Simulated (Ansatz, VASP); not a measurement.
**One calculation of MnSb, two programs**

```
Sb Mn
1.0
     4.13000    0.00000    0.00000
    -2.06500    3.57668    0.00000
     0.00000    0.00000    5.80000
Sb Mn
2 2
Cartesian
  0.0000 2.3845 1.4500
  2.0650 1.1922 4.3500
  0.0000 0.0000 0.0000
  0.0000 0.0000 2.9000
```

Alike in both runs: task single point; functional PBE; k mesh 8 × 8 × 5; occupations gaussian, width 0.05 eV; collinear spin.

|  | VASP | Ansatz |
| --- | --- | --- |
| version | VASP 6.6.1 | Ansatz 0.2.0 |
| potentials or method | VASP PAW PBE potentials, release 64 (Sb, Mn_pv) | PAW, plane waves, scalar-relativistic |
| plane-wave cutoff (eV) | 520 | 420 |
| valence electrons in the cell | 36 | 60 |

|  | VASP | Ansatz | Ansatz less VASP |
| --- | --- | --- | --- |
| pressure (GPa) | -2.7 | -2.7 | +0.03 |
| largest component of the traceless stress (GPa) | 1.16 | 1.17 | +0.008 |
| net moment per atom (μB) | 1.68 | 1.68 | +0.001 |
| size of the moment on the site where the two differ most (μB) | 3.40 | 3.43 | +0.032 |

Site moments also hang on the region over which each program counts them. The two sets of potentials don't hold the same shells in valence.

Spin-orbit coupling is left out, which matters for the levels of Sb.
